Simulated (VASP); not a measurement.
# PtSe2 (P-3m1) in VASP: settings compared, part 2 of 2

VASP 6.6.1.

### 3 Relaxation of the atoms, optB88-vdW

Input file INCAR:

```
AGGAC    = 0.0          
ALGO     = Normal         # electronic algorithm
EDIFF    = 1E-6           # SCF threshold, eV
EDIFFG   = -0.01          # ionic threshold
ENCUT    = 520            # plane-wave cutoff, eV
GGA      = BO             # functional
IBRION   = 2              # ionic algorithm
ISIF     = 2              # what is computed and relaxed
ISMEAR   = 0              # smearing method
KPAR     = 2            
LASPH    = True           # aspherical terms in the spheres
LCHARG   = False          # write CHGCAR
LREAL    = False          # projectors in reciprocal space
LUSE_VDW = True         
LWAVE    = False          # write WAVECAR
NELM     = 100            # most SCF steps
NSW      = 40             # ionic steps
PARAM1   = 0.1833333333 
PARAM2   = 0.22         
PREC     = Accurate       # precision mode
SIGMA    = 0.05           # smearing width, eV
```

Input file KPOINTS:

```
k-points
0
Gamma
  10 10 8
```

Input file POSCAR:

```
PtSe2
1.0
    3.7240000000      0.0000000000      0.0000000000
   -1.8620000000      3.2250786000      0.0000000000
    0.0000000000      0.0000000000      5.2290460000
Pt Se
1 2
Direct
    0.0000000000      0.0000000000      0.0000000000
    0.3333333300      0.6666666700      0.2420135500
    0.6666666700      0.3333333300      0.7579864500
```

Potentials or basis: VASP PAW PBE potentials, release 64 (Pt, Se).

Run with:

```
$ cat potpaw_PBE.64/Pt/POTCAR potpaw_PBE.64/Se/POTCAR > POTCAR
$ mpirun -np 2 vasp_std > vasp.out
```

OUTCAR:

```text
EDIFF = 1E-6
   EDIFFG = -0.01
   ENCUT = 520
   GGA = BO
   IBRION = 2
   ISIF = 2
   ISMEAR = 0
   LASPH = True
   LREAL = False
   NELM = 100
   NSW = 40
   PREC = Accurate

 ion  position               nearest neighbor table
   1  0.000  0.000  0.000-   2 2.49   3 2.49   2 2.49   3 2.49   3 2.49   2 2.49
   2  0.333  0.667  0.242-   1 2.49   1 2.49   1 2.49
   3  0.667  0.333  0.758-   1 2.49   1 2.49   1 2.49

  LATTYP: Found a hexagonal cell.
 ALAT       =     3.7240000000
 C/A-ratio  =     1.4041476907

  Lattice vectors:

 A1 = (   3.7240000000,   0.0000000000,   0.0000000000)
 A2 = (  -1.8620000000,   3.2250786000,   0.0000000000)
 A3 = (   0.0000000000,   0.0000000000,   5.2290460000)

Analysis of symmetry for initial positions (statically):
=====================================================================
 Subroutine PRICEL returns:
 Original cell was already a primitive cell.

 Routine SETGRP: Setting up the symmetry group for a
 hexagonal supercell.

 Subroutine GETGRP returns: Found 12 space group operations
 (whereof 12 operations were pure point group operations)
 out of a pool of 24 trial point group operations.

The static configuration has the point symmetry D_3d.

Analysis of symmetry for dynamics (positions and initial velocities):
=====================================================================
 Subroutine PRICEL returns:
 Original cell was already a primitive cell.

 Routine SETGRP: Setting up the symmetry group for a
 hexagonal supercell.

 Subroutine GETGRP returns: Found 12 space group operations
 (whereof 12 operations were pure point group operations)
 out of a pool of 24 trial point group operations.

The dynamic configuration has the point symmetry D_3d.

 Subroutine INISYM returns: Found 12 space group operations
 (whereof 12 operations are pure point group operations),
 and found     1 'primitive' translations

----------------------------------------------------------------------------------------

                                     Primitive cell

  volume of cell :      62.8019

  direct lattice vectors                    reciprocal lattice vectors
     3.724000000  0.000000000  0.000000000     0.268528464  0.155034981  0.000000000
    -1.862000000  3.225078600  0.000000000     0.000000000  0.310069962  0.000000000
     0.000000000  0.000000000  5.229046000     0.000000000  0.000000000  0.191239473

  length of vectors
     3.724000000  3.723999997  5.229046000     0.310069962  0.310069962  0.191239473

  position of ions in fractional coordinates (direct lattice)
     0.000000000  0.000000000  0.000000000
     0.333333330  0.666666670  0.242013550
     0.666666670  0.333333330  0.757986450

  ion indices of the primitive-cell ions
   primitive index   ion index
                 1           1
                 2           2
                 3           3

----------------------------------------------------------------------------------------

 KPOINTS: k-points

Automatic generation of k-mesh.
 Grid dimensions read from file:
 generate k-points for:   10   10    8

 Generating k-lattice:

[... 51 lines left out ...]
 SYSTEM =  unknown system
   PREC   = accura    normal or accurate (medium, high low for compatibility)
   ISTART =      0    job   : 0-new  1-cont  2-samecut
   ICHARG =      2    charge: 1-file 2-atom 10-const
   ISPIN  =      1    spin polarized calculation?
   LNONCOLLINEAR =      F non collinear calculations
   LSORBIT =      F    spin-orbit coupling
   LASPH  =      T    aspherical Exc in radial PAW
   ENCUT  =  520.0 eV  38.22 Ry    6.18 a.u.   6.92  6.92  9.72*2*pi/ulx,y,z
   NELM   =    100;   NELMIN=  2; NELMDL= -5     # of ELM steps
   EDIFF  = 0.1E-05   stopping-criterion for ELM
   LREAL  =      F    real-space projection
   EDIFFG = -.1E-01   stopping-criterion for IOM
   NSW    =     40    number of steps for IOM
   IBRION =      2    ionic relax: 0-MD 1-quasi-New 2-CG
   NFREE  =      1    steps in history (QN), initial steepest desc. (CG)
   ISIF   =      2    stress and relaxation
   ISYM   =      2    0-nonsym 1-usesym 2-fastsym
   POTIM  = 0.5000    time-step for ionic-motion
   TEBEG  =    0.0;   TEEND  =   0.0 temperature during run
   PSTRESS=    0.0 pullay stress
   NELECT =      22.0000    total number of electrons
   NUPDOWN=      -1.0000    fix difference up-down
   EMIN   =  10.00;   EMAX   =-10.00  energy-range for DOS
   EFERMI =   0.00;   METHOD = LEGACY
   ISMEAR =     0;   SIGMA  =   0.05  broadening in eV -4-tet -1-fermi 0-gaus
   EFERMI_NEDOS =   21; number of points for ismear=-14 and -15
   IALGO  =     38    algorithm
   IMIX   =      4    mixing-type and parameters
     AMIX     =   0.40;   BMIX     =  1.00
     AMIX_MAG =   1.60;   BMIX_MAG =  1.00
  volume/ion in A,a.u.               =      20.93       141.27
  Fermi-wavevector in a.u.,A,eV,Ry     =   1.154051  2.180840 18.120690  1.331833
  Thomas-Fermi vector in A             =   2.290690
   LORBIT       =      0    0 simple, 1 ext, 2 COOP (PROOUT), +10 PAW based schemes
   GGA     = BO    functional components
   LHFCALC =     F    Hartree Fock is set to
   AEXX    =    0.0000 exact exchange contribution
   IVDW_NL    =     1    kernel type
   BPARAM     = 6.3000
   IVDW    =     0    specifies the selected vdW correction
   LEPSILON=     F    determine dielectric tensor
   LRPA    =     F    only Hartree local field effects (RPA)
 conjugate gradient relaxation of ions
 non-spin polarized calculation
 Gauss-broadening in eV      SIGMA  =   0.05
  energy-cutoff  :      520.00
  volume of cell :       62.80
 maximum number of plane-waves:      1706
   NGX = 13   NGY = 13   NGZ = 19

--------------------------------------- Ionic step        1  -------------------------------------------

 number of electron      21.9999998 magnetization

 Free energy of the ion-electron system (eV)
  ---------------------------------------------------
  ext. energy  EPLUGINS =         0.00000000
  ---------------------------------------------------
  free energy    TOTEN  =        -8.27109659 eV

  energy without entropy =       -8.27042130  energy(sigma->0) =       -8.27075895

------------------------ aborting loop because EDIFF is reached ----------------------------------------

  FORCE on cell =-STRESS in cart. coord.  units (eV):
  Direction    XX          YY          ZZ          XY          YZ          ZX
  --------------------------------------------------------------------------------------
  -------------------------------------------------------------------------------------
  Total        3.2287590      3.2287590      2.4092089      0.0000000     -0.0000000      0.0000000
  in kB       82.3708931     82.3708929     61.4628382      0.0000000     -0.0000000      0.0000000
  external PRESSURE =      75.4015414 kB  Pullay stress =       0.0000000 kB
[... 65 lines left out ...]
--------------------------------------- Ionic step        3  -------------------------------------------

 number of electron      21.9999998 magnetization

 Free energy of the ion-electron system (eV)
  ---------------------------------------------------
  ext. energy  EPLUGINS =         0.00000000
  ---------------------------------------------------
  free energy    TOTEN  =        -8.34558623 eV

  energy without entropy =       -8.34415851  energy(sigma->0) =       -8.34487237

 E-fermi :   5.9079     XC(G=0): -10.5076

 val. band max:        5.9072414835   @ k =   0.0000   0.0000   0.1250
 cond. band min:       5.9103730337   @ k =   0.0000   0.2000   0.2500
 fundamental gap:      0.0031315501
 Fermi energy:         5.9079172053

 k-point     1 :       0.0000    0.0000    0.0000
  band No.  band energies     occupation
      1      -9.3704      2.00000
      2      -6.9547      2.00000
      3      -0.9790      2.00000
      4       0.0157      2.00000
      5       0.0157      2.00000
      6       2.2003      2.00000
      7       2.2003      2.00000
      8       3.3225      2.00000
      9       5.0571      2.00000
     10       5.0571      2.00000
     11       6.2989      0.00000
     12       7.2699      0.00000
     13       7.2699      0.00000
     14       9.8799      0.00000
[... 401 lines left out ...]
      2      -7.5414      2.00000
      3      -1.0429      2.00000
      4       0.4749      2.00000
      5       0.7264      2.00000
      6       1.8107      2.00000
      7       2.3729      2.00000
      8       2.7376      2.00000
      9       2.8569      2.00000
     10       2.8981      2.00000
     11       3.2291      2.00000
     12       6.7514      0.00000
     13       7.8828      0.00000
     14      10.3643      0.00000
     15      11.4901      0.00000

 [... further k-points ...]

------------------------ aborting loop because EDIFF is reached ----------------------------------------

  FORCE on cell =-STRESS in cart. coord.  units (eV):
  Direction    XX          YY          ZZ          XY          YZ          ZX
  --------------------------------------------------------------------------------------
  -------------------------------------------------------------------------------------
  Total        1.4665509      1.4665509      0.2462554      0.0000000      0.0000000      0.0000000
  in kB       37.4140985     37.4140984      6.2823759      0.0000000      0.0000000      0.0000000
  external PRESSURE =      27.0368576 kB  Pullay stress =       0.0000000 kB
[... 22 lines left out ...]
  energy  without entropy=       -8.3441585056  energy(sigma->0) =       -8.34487237

Total vdW correction in eV:      3.2532115

 reached required accuracy - stopping structural energy minimisation
```

Run time: 97 s. Hardware: 2 MPI ranks of AMD EPYC 9R45 (Zen 5), shared host; peak memory 0.42 GiB.

Results:

| Quantity | Value |
| --- | --- |
| Free energy | -8.3456 eV |
| Energy gained by relaxing | 24.8 meV/atom |
| Ionic steps | 3 |
| Pressure after relaxing | 2.7 GPa |
| Largest force after relaxing | 0.010 eV/Å |
| Band gap on the k mesh | none (metal or under the smearing width) |

Forces on the atoms (eV/Å):
```
Pt   0.000  0.000  0.000
Se   0.000  0.000  0.010
Se   0.000  0.000 -0.010
```

Stress tensor (GPa, compression positive):
```
3.74 0.00 0.00
0.00 3.74 0.00
0.00 0.00 0.63
```

Step by step:
```csv
step,energy change (eV),largest force (eV/Å),pressure (GPa)
1,0.0000,0.9583,7.54
2,-0.0618,0.3845,4.60
3,-0.0745,0.0099,2.70
```

Final structure:
```yaml
crystal:
  lattice:
    - [3.72400, 0.00000, 0.00000]
    - [-1.86200, 3.22508, 0.00000]
    - [0.00000, 0.00000, 5.22905]
  atoms:
    - { symbol: Pt, position: [0.00000, 0.00000, 0.00000] }
    - { symbol: Se, position: [0.33333, 0.66667, 0.25714] }
    - { symbol: Se, position: [0.66667, 0.33333, 0.74286] }
```

Levels at points of the mesh, in eV from the Fermi level:
```tsv
k point	band 9	band 10	band 11	band 12	band 13	band 14
(0.00, 0.00, 0.00)	-0.85	-0.85	0.39	1.36	1.36	3.97
(0.50, 0.00, 0.00)	-3.16	-3.11	-2.79	0.61	2.18	4.82
(0.00, 0.00, 0.50)	-1.77	-1.30	-1.30	2.16	2.16	4.99
(0.50, 0.00, 0.50)	-2.91	-2.39	-1.36	0.89	1.50	4.28
```

Caveat: the PAW data sets were made with another functional, which shifts forces and pressure a little. Spin-orbit coupling is left out, which matters for the levels of Pt.

### 4 Relaxation of the atoms, rev-vdW-DF2

Input file INCAR:

```
AGGAC = 0.0
ALGO = Fast
EDIFF = 1E-6
EDIFFG = -0.005
ENCUT = 520
GGA = MK
IBRION = 2
ISIF = 2
ISMEAR = 0
KPAR = 2
LASPH = True
LCHARG = False
LREAL = False
LUSE_VDW = True
LWAVE = False
NELM = 80
NSW = 40
PARAM1 = 0.1234
PARAM2 = 0.711357
PREC = Accurate
SIGMA = 0.05
ZAB_VDW = -1.8867
```

KPOINTS is that of step 3.

POSCAR is that of step 3.

Potentials or basis: VASP PAW PBE potentials, release 64 (Pt, Se).

Run with:

```
$ cat potpaw_PBE.64/Pt/POTCAR potpaw_PBE.64/Se/POTCAR > POTCAR
$ mpirun -np 2 vasp_std > vasp.out
```

OUTCAR:

```text
EDIFF = 1E-6
   EDIFFG = -0.005
   ENCUT = 520
   GGA = MK
   IBRION = 2
   ISIF = 2
   ISMEAR = 0
   LASPH = True
   LREAL = False
   NELM = 80
   NSW = 40
   PREC = Accurate

 ion  position               nearest neighbor table
   1  0.000  0.000  0.000-   2 2.49   3 2.49   2 2.49   3 2.49   3 2.49   2 2.49
   2  0.333  0.667  0.242-   1 2.49   1 2.49   1 2.49
   3  0.667  0.333  0.758-   1 2.49   1 2.49   1 2.49

  LATTYP: Found a hexagonal cell.
 ALAT       =     3.7240000000
 C/A-ratio  =     1.4041476907

  Lattice vectors:

 A1 = (   3.7240000000,   0.0000000000,   0.0000000000)
 A2 = (  -1.8620000000,   3.2250786000,   0.0000000000)
 A3 = (   0.0000000000,   0.0000000000,   5.2290460000)

Analysis of symmetry for initial positions (statically):
=====================================================================
 Subroutine PRICEL returns:
 Original cell was already a primitive cell.
[... 356 lines left out ...]
      4      -0.0483      2.00000
      5      -0.0483      2.00000
      6       2.1873      2.00000
      7       2.1873      2.00000
      8       3.3709      2.00000
      9       5.0711      2.00000
     10       5.0711      2.00000
     11       6.3247      0.00000
     12       7.3713      0.00000
     13       7.3713      0.00000
     14       9.7951      0.00000
[... 401 lines left out ...]
      2      -7.5223      2.00000
      3      -1.0956      2.00000
      4       0.4387      2.00000
      5       0.7220      2.00000
      6       1.7622      2.00000
      7       2.4055      2.00000
      8       2.7263      2.00000
      9       2.8566      2.00000
     10       2.8810      2.00000
     11       3.2452      2.00000
     12       6.8090      0.00000
     13       7.9538      0.00000
     14      10.3628      0.00000
     15      11.4266      0.00000

 [... further k-points ...]

------------------------ aborting loop because EDIFF is reached ----------------------------------------

  FORCE on cell =-STRESS in cart. coord.  units (eV):
  Direction    XX          YY          ZZ          XY          YZ          ZX
  --------------------------------------------------------------------------------------
  -------------------------------------------------------------------------------------
  Total        0.7920019      0.7920019     -0.2565988      0.0000000     -0.0000000      0.0000000
  in kB       20.2052570     20.2052570     -6.5462537      0.0000000     -0.0000000      0.0000000
  external PRESSURE =      11.2880868 kB  Pullay stress =       0.0000000 kB
[... 22 lines left out ...]
  energy  without entropy=       -9.3980173138  energy(sigma->0) =       -9.39869445

Total vdW correction in eV:      3.1121620

 reached required accuracy - stopping structural energy minimisation
```

OSZICAR:

```text
N       E                     dE             d eps       ncg     rms          rms(c)
DAV:   1     0.123262634928E+03    0.12326E+03   -0.10178E+04  2860   0.128E+03
DAV:   2    -0.513938902387E+01   -0.12840E+03   -0.12565E+03  3632   0.240E+02
DAV:   3    -0.101492854368E+02   -0.50099E+01   -0.49810E+01  3492   0.502E+01
[... 34 lines left out ...]
RMM:   3    -0.939936828892E+01   -0.25488E-06   -0.79099E-06  2426   0.231E-02
   4 F= -.93993683E+01 E0= -.93986883E+01  d E =-.482532E-01
       N       E                     dE             d eps       ncg     rms          rms(c)
DAV:   1    -0.939937094844E+01   -0.29144E-05   -0.29248E-04  3037   0.102E-01    0.594E-03
RMM:   2    -0.939937157929E+01   -0.63085E-06   -0.90762E-06  2550   0.193E-02
   5 F= -.93993716E+01 E0= -.93986944E+01  d E =-.329037E-05
```

Run time: 3.8 min. Hardware: 2 MPI ranks of Intel Xeon Platinum 8488C (Sapphire Rapids), shared host; peak memory 0.44 GiB.

What came out:

* Free energy: -9.3994 eV
* Energy gained by relaxing: 16.1 meV/atom
* Ionic steps: 5
* Pressure after relaxing: 1.1 GPa
* Band gap on the k mesh: none (metal or under the smearing width)

Stress tensor (GPa, compression positive):
```
 2.02  0.00  0.00
 0.00  2.02  0.00
 0.00  0.00 -0.65
```

The path:
| step | energy change (eV) | largest force (eV/Å) | pressure (GPa) |
| --- | --- | --- | --- |
| 1 | 0.0000 | 0.7631 | 5.16 |
| 2 | -0.0396 | 0.3162 | 2.77 |
| 3 | -0.0483 | 0.0065 | 1.16 |
| 4 | -0.0483 | 0.0075 | 1.09 |
| 5 | -0.0483 | 0.0001 | 1.13 |

Final structure:
```cif
data_structure
_symmetry_space_group_name_H-M 'P 1'
_symmetry_Int_Tables_number 1
_cell_length_a 3.7240
_cell_length_b 3.7240
_cell_length_c 5.2290
_cell_angle_alpha 90.000
_cell_angle_beta 90.000
_cell_angle_gamma 120.000
_cell_volume 62.80
loop_
_atom_site_label
_atom_site_type_symbol
_atom_site_fract_x
_atom_site_fract_y
_atom_site_fract_z
_atom_site_occupancy
Pt1 Pt 0.00000 0.00000 0.00000 1
Se1 Se 0.33333 0.66667 0.25442 1
Se2 Se 0.66667 0.33333 0.74558 1
```

Caveat: the PAW data sets were made with another functional, which shifts forces and pressure a little. The run has no spin-orbit coupling, so splittings on Pt are missing.

### 5 Relaxation of the atoms, PBE+D3(BJ)

Input file INCAR:

```
PREC     = Accurate       # precision mode
ENCUT    = 520            # plane-wave cutoff, eV
EDIFF    = 1E-7           # SCF threshold, eV
ISMEAR   = 0              # smearing method
SIGMA    = 0.05           # smearing width, eV
LREAL    = F              # projectors in reciprocal space
LASPH    = T              # aspherical terms in the spheres
NELM     = 80             # most SCF steps
ALGO     = Normal         # electronic algorithm
ISIF     = 2              # what is computed and relaxed
LWAVE    = F              # write WAVECAR
LCHARG   = F              # write CHGCAR
GGA      = PE             # functional
IVDW     = 12             # dispersion correction
IBRION   = 2              # ionic algorithm
NSW      = 40             # ionic steps
EDIFFG   = -0.005         # ionic threshold
KPAR     = 2
```

Input file KPOINTS:

```
regular mesh
0
Gamma
  10 10 8
```

POSCAR is that of step 4.

Run with:

```
$ cat potpaw_PBE.64/Pt/POTCAR potpaw_PBE.64/Se/POTCAR > POTCAR
$ mpirun -np 2 vasp_std > vasp.out
```

Run time: 1.8 min. Hardware: 2 MPI ranks of Intel Xeon Platinum 8488C (Sapphire Rapids), shared host; peak memory 0.25 GiB.

Results (log left out):

```yaml
Free_energy: -15.6237 eV
Energy_gained_by_relaxing: 10.9 meV/atom
Ionic_steps: 4
Pressure_after_relaxing: -0.5 GPa
Band_gap_on_the_k_mesh: none (metal or under the smearing width)
Dispersion_energy_per_atom: -0.461 eV
```

Stress tensor (GPa, compression positive):
```
 0.38  0.00  0.00
 0.00  0.38  0.00
 0.00  0.00 -2.14
```

Step by step:
```csv
step,energy change (eV),largest force (eV/Å),pressure (GPa)
1,0.0000,0.6257,2.86
2,-0.0267,0.2652,0.92
3,-0.0327,0.0104,-0.53
4,-0.0328,0.0017,-0.46
```

Final structure:
```
Pt Se
1.0
     3.72400    0.00000    0.00000
    -1.86200    3.22508    0.00000
     0.00000    0.00000    5.22905
Pt Se
1 2
Cartesian
  0.0000 0.0000 0.0000
  0.0000 2.1501 1.3185
  1.8620 1.0750 3.9105
```

Levels at points of the mesh, in eV from the Fermi level:
```
           k point  band 9  band 10  band 11  band 12  band 13  band 14
(0.00, 0.00, 0.00)   -0.95    -0.95     0.32     1.45     1.45     3.83
(0.50, 0.00, 0.00)   -3.25    -3.24    -2.88     0.66     2.20     4.74
(0.00, 0.00, 0.50)   -1.78    -1.34    -1.34     2.19     2.19     4.83
(0.50, 0.00, 0.50)   -3.04    -2.60    -1.44     0.97     1.52     4.29
```

Caveat: pairwise dispersion overbinds metals, which lowers pressure and volume. The run has no spin-orbit coupling, so splittings on Pt are missing.

### 6 Overview

```csv
level,potentials or basis,gap on the mesh (eV),pressure (GPa)
LDA,"VASP PAW LDA potentials, release 64 (Pt, Se)",none,-1.8
optB88-vdW,"VASP PAW PBE potentials, release 64 (Pt, Se)",none,2.7
rev-vdW-DF2,"VASP PAW PBE potentials, release 64 (Pt, Se)",none,1.1
PBE+D3(BJ),"VASP PAW PBE potentials, release 64 (Pt, Se)",none,-0.5
```

Alike in all rows: task relaxation of the atoms; no spin polarisation; cell atoms relaxed; k mesh 10 × 10 × 8; cutoff (eV) 520; smearing gaussian 0.05 eV.

Caveats: the PAW data sets were made with another functional, which shifts forces and pressure a little (some runs); pairwise dispersion overbinds metals, which lowers pressure and volume (some runs).

Total energies depend on the potentials used, so only differences within one code and one set of settings carry meaning.
